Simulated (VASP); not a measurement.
The system is CuO (Tenorite).

```
Cu O
1.0
     2.34465   -1.71340    0.00000
     2.34465    1.71340    0.00000
    -0.86055    0.00000    5.05944
Cu O
2 2
Cartesian
  0.7420 -0.8457 2.5297
  1.1723 0.8457 0.0000
  1.6421 0.2841 3.8133
  2.0724 -0.2841 1.2836
```

| Item | Value |
| --- | --- |
| Program | VASP 6.6.1 |
| Task | single point |
| Functional | PBE |
| Potentials or basis | VASP PAW PBE potentials, release 64 (Cu, O) |
| Cutoff | 520 eV |
| k mesh | 10 × 10 × 5 |
| Occupations | fermi-dirac, width 0.05 eV |
| Spin | no spin polarisation |

On this cell: pressure 6.4 GPa; largest force 0.789 eV/Å; band gap on the k mesh none (metal or under the smearing width).

The same run follows on a disturbed copy (atoms moved at random, drawn with an rms of 0.05 Å):

```
Cu O
1.0
     2.34465   -1.71340    0.00000
     2.34465    1.71340    0.00000
    -0.86055    0.00000    5.05944
Cu O
2 2
Direct
  0.50570 0.99000 0.49524
  0.01154 0.50101 0.99728
  0.40012 0.57752 0.76099
  0.57635 0.41408 0.25814
```

Q: What changes?

A: The energy (extrapolated to zero smearing) moves by +20.1 meV/atom; pressure 7.2 GPa; largest force 1.617 eV/Å; band gap on the k mesh none (metal or under the smearing width).

Forces in eV/Å, atoms in the order of the input:
```
Cu  -0.219  0.232  0.915
Cu  -1.163  0.540  0.842
O    0.944 -0.725 -1.094
O    0.438 -0.048 -0.663
```

Stress tensor (GPa, compression positive):
```
 7.85 -0.04 -2.90
-0.04  7.13  0.80
-2.90  0.80  6.68
```

Caveats: the run has no spin polarisation, though such a crystal can be magnetic; semilocal functionals often make such compounds metallic where correlation or magnetic order opens a gap, which also shifts bond lengths.
